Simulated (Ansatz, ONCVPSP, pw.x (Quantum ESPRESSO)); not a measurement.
**What a changed setting does to a pw.x run (bcc Si)**

Potential: optimised norm-conserving Vanderbilt (ONCV), ONCVPSP 4.0.1, PBE; core [Ne], reference 3s1.5 3p2.5; waves: 3s: rc 1.55 bohr, ncon 4, nbas 7, qcut 4.6 1/bohr, 1 projector; 3p: rc 1.55 bohr, ncon 4, nbas 8, qcut 5.3 1/bohr, local; d scattering state at 0.04 Ha: rc 1.75 bohr, ncon 5, nbas 10, qcut 6 1/bohr, 1 projector; local part: the p channel; core correction: Teter function, fcfact 5.25, rcfact 1.4.

The reference run (k-mesh 15³, cutoffs 75/300 Ry, Fermi–Dirac 0.01 Ry, mixing_beta 0.4, conv_thr 1e-9, no spin) gives -0.16 GPa at 14.593 Å³/atom, where all-electron LAPW gives 0.35 GPa. This run, with its own iteration cap, changes ecutrho/ecutwfc to 1, a wrong or extreme entry chosen on purpose.

```
&control
  calculation='scf', prefix='x', pseudo_dir='./', outdir='./tmp', tstress=.true., disk_io='none'
/
&system
  ibrav=0, nat=1, ntyp=1, ecutwfc=75, ecutrho=75, nbnd=9,
  occupations='smearing', smearing='fd', degauss=0.01
/
&electrons
  conv_thr=1e-09, mixing_beta=0.4, electron_maxstep=70
/
ATOMIC_SPECIES
Si 1.0 Si.UPF
CELL_PARAMETERS angstrom
  -1.53943562 1.53943562 1.53943562
  1.53943562 -1.53943562 1.53943562
  1.53943562 1.53943562 -1.53943562
ATOMIC_POSITIONS crystal
Si 0.0000 0.0000 0.0000
K_POINTS automatic
15 15 15 0 0 0
```

```bash
pw.x < Si.scf.in > Si.scf.out
```

How does the run end?

It stops with "set_cutoff: ecutrho <= ecutwfc?!?".

```
Error in routine set_cutoff (1):
     ecutrho <= ecutwfc?!?
```

The run took about 0.6 s on one core of a shared host (Intel(R) Xeon(R) Processor @ 2.60GHz, 24 threads, 32 GiB, load 6).
